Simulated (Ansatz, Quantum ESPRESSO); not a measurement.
## SiC [001], wurtzite: pulling along c

The c axis is held at a set length while the cell relaxes sideways. How do the lateral strain and the stress follow? The strained cell has c along the load; unstrained it is a = 3.0763 Å, b = 3.0763 Å, c = 5.0486 Å, α = 90.00°, β = 90.00°, γ = 120.00°, with 4 atoms.

Calculated with Quantum ESPRESSO 7.5, PBEsol, PseudoDojo 0.4.1 norm-conserving potentials, cutoff 1170 eV, Fermi–Dirac smearing 0.02 eV, k-mesh 10×10×6, no spin polarisation, no spin-orbit coupling.

Relaxed positions at 0 %:

```csv
atom,x,y,z
Si,0.3333,0.6667,0.0009
Si,0.6667,0.3333,0.5009
C,0.6667,0.3333,0.1251
C,0.3333,0.6667,0.6251
```

```
ε_c (%)   a (Å)   c (Å)  ε_a (%)  σ (GPa, tension positive)
     −3  3.0860  4.8971    0.316                     −16.68
     −2  3.0824  4.9476    0.201                     −11.01
      0  3.0763  5.0486    0.000                       0.00
      1  3.0736  5.0991   −0.086                       5.29
      2  3.0713  5.1495   −0.163                      10.38
      3  3.0692  5.2000   −0.231                      15.26
```

**Question.** Fit both responses and give the free strain and the stress at −1 %, a row left out above.

Least squares with y = y0 + y1 ε + y2 ε² (ε in %) gives ε_a = 0.000 + (−0.0911) ε + (0.0047) ε² and σ = 0.01 + (5.332) ε + (−0.081) ε² GPa. The linear terms put the ratio of free to applied strain at −0.091 and the Young modulus at 533 GPa.

At −1 % the free strain comes out as 0.096 %. The run itself gives 0.095 %, so the estimate misses by 0.001 %, a rounding's worth.

The stress comes out as −5.40 GPa. The run itself gives −5.44 GPa, so the estimate misses by 0.04 GPa; the fitted rows themselves lie up to 0.04 GPa off the law.

The negative ε² term means that the crystal stiffens in compression and softens in tension.

The same fit over all rows at other levels or in other programs gives the strain ratio = −0.094 with PBEsol (Ansatz) and −0.094 with PBEsol (Quantum ESPRESSO, GBRV).

[Logs are printed without paths, hosts, clocks, repeated set-up lines and the standing remarks that a program may print on its own settings, such as how far it seeks lower states.]
